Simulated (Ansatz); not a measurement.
# Polymorphs of Br

All numbers below come from Ansatz, DFT PBE, scalar-relativistic, plane waves, PAW. Settings: cutoff 420 eV, Γ-centred meshes no coarser than 0.19 Å⁻¹ for metals and 0.3 Å⁻¹ for insulators (2π included), Gaussian smearing.

These are static lattice energies at zero pressure. Only the structures computed here compete, so a lower one can exist. For metals, differences of a few meV/atom aren't resolved. Weakly bound directions are ill-defined at this level, which has no dispersion term (Br Cmce, Br C2/m, Br P1, Br P3_121, Br Fmmm). No run is spin-polarised.

| # | started from | space group | atoms | V (Å³/atom) | ΔE (meV/atom) | gap on mesh (eV) |
| --- | --- | --- | --- | --- | --- | --- |
| 1 | database cell | Cmce (No. 64) | 4 | 40.1 | 0 | 1.38 |
| 2 | sites of a reported Hg cell, changed | C2/m (No. 12) | 3 | 45.0 | 26 | 0.97 |
| 3 | a random cell | P1 (No. 1) | 6 | 64.9 | 27 | 0.23 |
| 4 | trigonal selenium type, changed | P3_121 (No. 152) | 3 | 48.2 | 36 | 0.00 |
| 5 | sites of a reported O cell, changed | Fmmm (No. 69) | 2 | 44.2 | 53 | 0.29 |
| 6 | lonsdaleite type | P6_3/mmc (No. 194) | 4 | 43.3 | 68 | 0.89 |
| 7 | a random cell | I4/mmm (No. 139) | 2 | 47.0 | 84 | 1.20 |
| 8 | a random cell | P-62m (No. 189) | 3 | 44.0 | 89 | 0.00 |
| 9 | sites of a reported S cell, changed | R-3 (No. 148) | 6 | 44.5 | 89 | 1.27 |
| 10 | omega type, changed | P6/mmm (No. 191) | 3 | 41.8 | 93 | 0.00 |
| 11 | database cell | Immm (No. 71) | 1 | 39.5 | 111 | 0.00 |
| 12 | a random cell | P-1 (No. 2) | 3 | 40.5 | 115 | 0.00 |
| 13 | simple hexagonal type, changed | P6/mmm (No. 191) | 1 | 40.7 | 119 | 0.00 |
| 14 | alpha-boron type, changed | R-3m (No. 166) | 12 | 40.8 | 156 | 0.00 |
| 15 | database cell | I4/mmm (No. 139) | 1 | 37.0 | 180 | 0.00 |
| 16 | sites of a reported C cell, changed | P6_3/mmc (No. 194) | 4 | 47.1 | 349 | 0.00 |
| 17 | grey arsenic (A7) type, changed | Pm-3m (No. 221) | 1 | 29.7 | 435 | 0.00 |
| 18 | sites of a reported Si cell, changed | Ia-3d (No. 230) | 8 | 35.0 | 455 | 0.00 |
| 19 | dhcp type, changed | P6_3/mmc (No. 194) | 4 | 29.4 | 487 | 0.00 |
| 20 | beta-tin type | I4_1/amd (No. 141) | 2 | 31.4 | 494 | 0.00 |
| 21 | samarium (9R) type, changed | R-3m (No. 166) | 3 | 29.3 | 495 | 0.00 |
| 22 | hcp type, changed | P6_3/mmc (No. 194) | 2 | 28.8 | 509 | 0.00 |
| 23 | beta-tungsten (A15) type | Pm-3n (No. 223) | 8 | 26.5 | 584 | 0.00 |
| 24 | database cell | Pm-3m (No. 221) | 3 | 31.4 | 597 | 0.00 |

The lowest structure: Space group Cmce (No. 64), orthorhombic, a = 8.595 Å, b = 4.285 Å, c = 8.701 Å. Around Br lie 1 Br at 2.39 Å.

```cif
data_structure
_symmetry_space_group_name_H-M 'Cmce'
_symmetry_Int_Tables_number 64
_cell_length_a 8.5953
_cell_length_b 4.2848
_cell_length_c 8.7005
_cell_angle_alpha 90.000
_cell_angle_beta 90.000
_cell_angle_gamma 90.000
_cell_volume 320.44
loop_
_atom_site_label
_atom_site_type_symbol
_atom_site_symmetry_multiplicity
_atom_site_Wyckoff_symbol
_atom_site_fract_x
_atom_site_fract_y
_atom_site_fract_z
_atom_site_occupancy
Br1 Br 8 f 0.50000 0.85830 0.61837 1
```

The second: Space group C2/m (No. 12), monoclinic, a = 9.198 Å, b = 5.749 Å, c = 6.142 Å, β = 123.7°. Br on Wyckoff site a (1 atom of the primitive cell) has 2 Br at 2.56 Å; Br on Wyckoff site i (2 atoms of the primitive cell) is coordinated by 1 Br at 2.56 Å and 2 Br at 2.88 Å.